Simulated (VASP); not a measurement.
# Ca (Fm-3m) in VASP: notebook

One crystal, Ca, is run at these levels: r2SCAN, SCAN0+rVV10, revTPSS+D3(BJ), RPBE, revPBE+dDsC; tasks: density of states, phonons, band structure, equation of state.

Program: VASP 6.6.1. These are calculated values, not measurements. Logs are shortened: lines on timing, memory, paths and dates and some standing lists are left out, and cuts for length are marked.

### 1 The crystal as given

The structure is cubic, space group Fm-3m (No. 225). Conventional cell: a = 5.588 Å, b = 5.588 Å, c = 5.588 Å, α = 90.00°, β = 90.00°, γ = 90.00°. Ca (site symmetry m-3m) is surrounded by 12 Ca at 3.95 Å.

### 2 Density of states, r2SCAN

The input, INCAR:

```
PREC = Accurate ; ENCUT = 520
EDIFF = 1E-7 ; ISMEAR = -5
SIGMA = 0.1 ; LREAL = F
LASPH = T ; NELM = 100
ALGO = Normal ; ISIF = 2
LWAVE = F ; LCHARG = F
METAGGA = R2SCAN ; LMIXTAU = T
LORBIT = 11 ; NBANDS = 11
NEDOS = 1001
```

The input, KPOINTS:

```
regular mesh
0
Gamma
  8 8 8
```

The input, POSCAR:

```
Ca
1.0
    0.0000000000      2.7942000000      2.7942000000
    2.7942000000      0.0000000000      2.7942000000
    2.7942000000      2.7942000000      0.0000000000
Ca
1
Cartesian
    0.0000000000      0.0000000000      0.0000000000
```

Potentials or basis: VASP PAW PBE potentials, release 54 (Ca_sv).

Command:

```
> cat potpaw_PBE.54/Ca_sv/POTCAR > POTCAR
> mpirun -np 1 vasp_std > vasp.out
```

OUTCAR:

```text
PREC = Accurate
   ENCUT = 520
   EDIFF = 1E-7
   ISMEAR = -5
   LREAL = F
   LASPH = T
   NELM = 100
   ISIF = 2
   METAGGA = R2SCAN
   LORBIT = 11

 ion  position               nearest neighbor table
   1  0.000  0.000  0.000-

  LATTYP: Found a face centered cubic cell.
 ALAT       =     5.5884000000

  Lattice vectors:

 A1 = (   0.0000000000,   2.7942000000,   2.7942000000)
 A2 = (   2.7942000000,   0.0000000000,   2.7942000000)
 A3 = (   2.7942000000,   2.7942000000,   0.0000000000)

Analysis of symmetry for initial positions (statically):
=====================================================================
 Subroutine PRICEL returns:
 Original cell was already a primitive cell.

 Routine SETGRP: Setting up the symmetry group for a
 face centered cubic supercell.

 Subroutine GETGRP returns: Found 48 space group operations
 (whereof 48 operations were pure point group operations)
 out of a pool of 48 trial point group operations.

The static configuration has the point symmetry O_h .

Analysis of symmetry for dynamics (positions and initial velocities):
=====================================================================
 Subroutine PRICEL returns:
 Original cell was already a primitive cell.

 Routine SETGRP: Setting up the symmetry group for a
 face centered cubic supercell.

 Subroutine GETGRP returns: Found 48 space group operations
 (whereof 48 operations were pure point group operations)
 out of a pool of 48 trial point group operations.

The dynamic configuration has the point symmetry O_h .

 Subroutine INISYM returns: Found 48 space group operations
 (whereof 48 operations are pure point group operations),
 and found     1 'primitive' translations

[... 480 lines left out ...]
      4     -22.0270      2.00000
      5       1.6112      2.00000
      6       1.7204      0.39006
      7       3.5923      0.00000
      8       4.8113      0.00000
      9       6.1686      0.00000
     10       6.6883      0.00000
     11       7.2188      0.00000

 [... further k-points ...]

------------------------ aborting loop because EDIFF is reached ----------------------------------------

 total charge

# of ion       s       p       d       tot
------------------------------------------
    1        2.073   5.837   0.144   8.054

  FORCE on cell =-STRESS in cart. coord.  units (eV):
  Direction    XX          YY          ZZ          XY          YZ          ZX
  --------------------------------------------------------------------------------------
  -------------------------------------------------------------------------------------
  Total       -0.0934370     -0.0934370     -0.0934370      0.0000000      0.0000000      0.0000000
  in kB       -3.4310510     -3.4310510     -3.4310510      0.0000000      0.0000000      0.0000000
  external PRESSURE =      -3.4310510 kB  Pullay stress =       0.0000000 kB

 VOLUME and BASIS-vectors are now :
 -----------------------------------------------------------------------------
  energy-cutoff  :      520.00
  volume of cell :       43.63
      direct lattice vectors                 reciprocal lattice vectors
     0.000000000  2.794200000  2.794200000    -0.178942094  0.178942094  0.178942094
     2.794200000  0.000000000  2.794200000     0.178942094 -0.178942094  0.178942094
     2.794200000  2.794200000  0.000000000     0.178942094  0.178942094 -0.178942094

  length of vectors
     3.951595536  3.951595536  3.951595536     0.309936799  0.309936799  0.309936799

 FORCES acting on ions
    electron-ion (+dipol)            ewald-force                    non-local-force                 convergence-correction
 -----------------------------------------------------------------------------------------------
   -.619E-14 -.730E-14 0.427E-14   0.533E-15 -.910E-16 0.264E-15   0.517E-25 0.207E-24 -.517E-25   0.594E-14 -.274E-13 -.327E-14
 -----------------------------------------------------------------------------------------------
   -.619E-14 -.730E-14 0.427E-14   0.533E-15 -.910E-16 0.264E-15   0.517E-25 0.207E-24 -.517E-25   0.594E-14 -.274E-13 -.327E-14

 POSITION                                       TOTAL-FORCE (eV/Angst)
 -----------------------------------------------------------------------------------
      0.00000      0.00000      0.00000         0.000000      0.000000      0.000000
 -----------------------------------------------------------------------------------
    total drift:                                0.000000     -0.000000      0.000000

--------------------------------------------------------------------------------------------------------

  FREE ENERGIE OF THE ION-ELECTRON SYSTEM (eV)
  ---------------------------------------------------
  free  energy   TOTEN  =        -7.0280280546 eV

  energy  without entropy=       -7.0280280546  energy(sigma->0) =       -7.02802805

--------------------------------------------------------------------------------------------------------

--------------------------------------------------------------------------------------------------------

 -----------------------------------------------------------------------------
|                                                                             |
|           W    W    AA    RRRRR   N    N  II  N    N   GGGG   !!!           |
|           W    W   A  A   R    R  NN   N  II  NN   N  G    G  !!!           |
|           W    W  A    A  R    R  N N  N  II  N N  N  G       !!!           |
|           W WW W  AAAAAA  RRRRR   N  N N  II  N  N N  G  GGG   !            |
|           WW  WW  A    A  R   R   N   NN  II  N   NN  G    G                |
|           W    W  A    A  R    R  N    N  II  N    N   GGGG   !!!           |
|                                                                             |
|     Tetrahedron method does not include variations of the Fermi             |
|     occupations, so forces and stress will be inaccurate. We suggest        |
|     using a different smearing scheme ISMEAR = 1 or 2 for metals in         |
|     relaxations.                                                            |
|                                                                             |
 -----------------------------------------------------------------------------

 total charge

# of ion       s       p       d       tot
------------------------------------------
    1        2.073   5.837   0.144   8.054

 BZINTS: Fermi energy:    1.855440;   10.000000 electrons
         Band energy:-0.215290E+03;  BLOECHL correction:   -0.021929

=======================================================================
```

Run time: 95 s. Hardware: 1 thread of Intel Xeon Platinum 8488C (Sapphire Rapids), shared host; peak memory 0.17 GiB.

What came out:

```yaml
Free_energy: -7.0280 eV
Pressure: -0.3 GPa
Band_gap_on_the_k_mesh: none (metal or under the smearing width)
Valence_electrons_inside_the_program's_atomic_spheres: Ca 8.05
```

States per cell in windows of 0.5 eV (zero at the Fermi level; states under -8 eV left out):
```tsv
from (eV)	total	Ca1_d	Ca1_s	Ca1_p
-8.0	0.00	0.00	0.00	0.00
-7.5	0.00	0.00	0.00	0.00
-7.0	0.00	0.00	0.00	0.00
-6.5	0.00	0.00	0.00	0.00
-6.0	0.00	0.00	0.00	0.00
-5.5	0.00	0.00	0.00	0.00
-5.0	0.00	0.00	0.00	0.00
-4.5	0.01	0.00	0.00	0.00
-4.0	0.06	0.00	0.01	0.00
-3.5	0.12	0.00	0.01	0.00
-3.0	0.14	0.00	0.01	0.00
-2.5	0.21	0.00	0.01	0.01
-2.0	0.23	0.01	0.01	0.01
-1.5	0.35	0.02	0.02	0.01
-1.0	0.37	0.04	0.02	0.01
-0.5	0.53	0.08	0.01	0.02
0.0	0.39	0.07	0.00	0.02
0.5	1.13	0.31	0.01	0.03
1.0	0.88	0.29	0.00	0.02
1.5	0.74	0.32	0.00	0.01
2.0	0.55	0.29	0.00	0.00
2.5	0.93	0.57	0.00	0.00
3.0	1.35	0.82	0.01	0.01
3.5	0.89	0.62	0.00	0.00
4.0	1.77	1.36	0.00	0.01
4.5	1.20	0.88	0.02	0.01
5.0	0.34	0.19	0.02	0.01
5.5	0.71	0.34	0.06	0.01
6.0	0.39	0.16	0.03	0.01
6.5	0.20	0.07	0.02	0.01
7.0	0.17	0.06	0.01	0.01
7.5	0.10	0.03	0.01	0.00
```

Caveat: the PAW data sets were made with another functional, which shifts forces and pressure a little; tetrahedron occupations give inexact forces and stress in metals.

(Part 1 of 3 ends here.)
